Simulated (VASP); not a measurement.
Wanted: the native input for a VASP 6.6.1 run.

| Property | Result |
| --- | --- |
| Task | optical spectrum |
| Functional | PBE |
| Potentials or basis | VASP PAW PBE potentials, release 64 (Pt, Se) |
| Cutoff | 520 eV |
| k mesh | 9 × 9 × 5 |
| Occupations | gaussian, width 0.03 eV |
| Spin | no spin polarisation |
| Further INCAR settings | ALGO = Fast; EDIFF = 1e-06; NBANDS = 43 |

The structure of PtSe2 (Sudovikovite) lies in POSCAR:

```
PtSe2                                   
1.0
    3.7683257513      0.0000000000      0.0000000000
   -1.8841628756      3.2634658303      0.0000000000
   -0.0000000000     -0.0000000000      4.8198134677
  Pt              Se            
     1     2
Direct
     0.0000000000000000    0.0000000000000000    0.0000000000000000
     0.3333333332999970    0.6666666667000030    0.2665143349454959
     0.6666666667000030    0.3333333332999970    0.7334856650545041
```

These files were run (other wordings do the same):

INCAR

```
SYSTEM = PtSe2
PREC = Accurate
ENCUT = 520
EDIFF = 1E-6
ISMEAR = 0
SIGMA = 0.03
LREAL = .FALSE.
LASPH = .TRUE.
NELM = 80
ALGO = Fast
ISIF = 2
LWAVE = .FALSE.
LCHARG = .FALSE.
GGA = PE
LOPTICS = .TRUE.
NBANDS = 43
NEDOS = 1000
CSHIFT = 0.1
KPAR = 2
```

KPOINTS

```
regular mesh
0
G
  9 9 5
  0 0 0
```

Potentials or basis: VASP PAW PBE potentials, release 64 (Pt, Se).

Command:

```bash
$ cat potpaw_PBE.64/Pt/POTCAR potpaw_PBE.64/Se/POTCAR > POTCAR
$ mpirun -np 2 vasp_std > vasp.out
```

Results of the run:

- Pressure: 4.0 GPa
- Largest force: 0.024 eV/Å
- Band gap on the k mesh: none (metal or under the smearing width)

Caveat: spectra need much finer meshes, so this one isn't converged; independent-particle spectra lack excitons; the intraband (Drude) part of a metal's response may be missing.

Run time: 36 s on 2 MPI ranks on AMD EPYC 9R14 (Zen 4) (shared host), peak memory 0.29 GiB a rank.
